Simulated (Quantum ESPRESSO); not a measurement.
HfN:

```
Hf N
1.0
     2.82503    0.00000    0.00000
     0.00000    2.82503    0.00000
     0.00000    0.00000    2.82503
Hf N
1 1
Direct
  0.50000 0.50000 0.50000
  0.00000 0.00000 0.00000
```

The cell was built by a generator and needn't be a form met in nature.

```yaml
Program: Quantum ESPRESSO 7.5
Task: phonons
Functional: PBE
Potentials_or_basis: PseudoDojo 0.4.1 SR PBE standard
Cutoff: 1143 eV
Density_cutoff: 4572 eV
k_mesh: 9 × 9 × 9
Occupations: cold, width 0.2 eV
Spin: no spin polarisation
Mixing_beta: 0.5
Most_SCF_iterations: 120
SCF_threshold: 4e-10 Ry
```

**Question.** Which optical modes does the crystal have at the zone centre, and which show in infrared and Raman spectra?

**Answer.** The optical modes are T1u. Infrared active: T1u. None is Raman active.

Optical modes at Γ, degenerate ones joined:
| cm⁻¹ | components | symmetry | active in |
| --- | --- | --- | --- |
| 241 | 3 | T1u | IR |

Caveat: the mesh is thin for the phonons of a metal.
